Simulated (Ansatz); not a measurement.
Tetragonal deformation path in CdTe

All numbers below come from Ansatz, DFT PBEsol, scalar-relativistic, plane waves, PAW. Settings: plane waves to 420 eV, k-mesh 8×8×8 (Γ-centred), Gaussian smearing 0.05 eV. No spin polarisation. Energies are free energies at this smearing, counted from the undisturbed cell; pressure is positive in compression.

The undisturbed cell (relaxed at this level):

```xyz
2
Lattice="0.0000 3.2447 3.2447 3.2447 0.0000 3.2447 3.2447 3.2447 0.0000" Properties=species:S:1:pos:R:3 pbc="T T T"
Cd    0.0000    0.0000    0.0000
Te    4.8670    4.8670    4.8670
```

At fixed volume and fractional coordinates, lengths along (0.000, 0.000, 1.000) are scaled against those across it; ρ is that ratio over its starting value.

| ρ | ΔE (meV/atom) |
| --- | --- |
| 0.650 | 144.9 |
| 0.707 | 98.3 |
| 0.780 | 55.0 |
| 0.850 | 26.0 |
| 0.920 | 7.6 |
| 0.960 | 1.9 |
| 1.000 | 0.0 |
| 1.050 | 3.1 |
| 1.100 | 12.5 |
| 1.200 | 51.2 |
| 1.300 | 116.1 |
| 1.414 | 220.2 |
| 1.500 | 316.3 |

(1) Predict the pressure (GPa) at each point.

Results:

(1)
```
    ρ  pressure (GPa)
0.650            -2.9
0.707            -2.0
0.780            -1.1
0.850            -0.5
0.920            -0.1
0.960             0.0
1.000             0.0
1.050             0.0
1.100            -0.1
1.200            -0.5
1.300            -0.9
1.414            -1.4
1.500            -1.7
```

Cost: 13 runs of about 0.51 core-minutes in all, on AMD EPYC 9R45 (Zen 5) (shared hosts).